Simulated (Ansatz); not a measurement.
Runs of Ansatz 0.2.0 on Cu. Symmetry: P6_3/mmc, No. 194, hexagonal system. The conventional cell has a = 2.534 Å, b = 2.534 Å, c = 4.113 Å, α = 90.00°, β = 90.00°, γ = 120.00°. Cu (site symmetry -6m2) has 12 Cu at 2.52 to 2.53 Å as nearest neighbours. This isn't the form of Cu at room conditions, which is fcc.

```csv
task,level,cell,k mesh,smearing,points for each segment of the path,mesh quality,gap on the mesh (eV),pressure (GPa),relaxed volume (Å³/atom)
band structure,LDA,as given,12 × 12 × 7,fermi-dirac 0.05 eV,14,not flagged,none,-7.9,-
single point,LDA,as given,12 × 12 × 7,gaussian 0.05 eV,-,not flagged,none,-7.9,-
relaxation of cell and atoms,PBEsol+D3(BJ),relaxed,12 × 12 × 7,fermi-dirac 0.05 eV,-,not flagged,none,0.0,(a)
relaxation of cell and atoms,BLYP,relaxed,12 × 12 × 7,fermi-dirac 0.05 eV,-,not flagged,none,0.0,12.74
```

Alike in all rows: potentials or basis Ansatz PAW; no spin polarisation; cutoff (eV) 420.

Problem. Fill in the values left out.

Solution. (a) 10.83.

Caveats: the PAW data sets come from PBE, with cores solved anew for the run's functional, which leaves a small shift of forces and pressure; the plane-wave basis is chosen anew once the cell has moved, so the energies of steps on either side of that aren't comparable (some runs); pairwise dispersion overbinds metals, which lowers pressure and volume (some runs); the potentials were made for another functional, which shifts forces and pressure (some runs).

A k mesh can miss the band edges.

A gap of «none» marks a metal or a gap under the smearing width.

Not every run made on this cell is shown here.
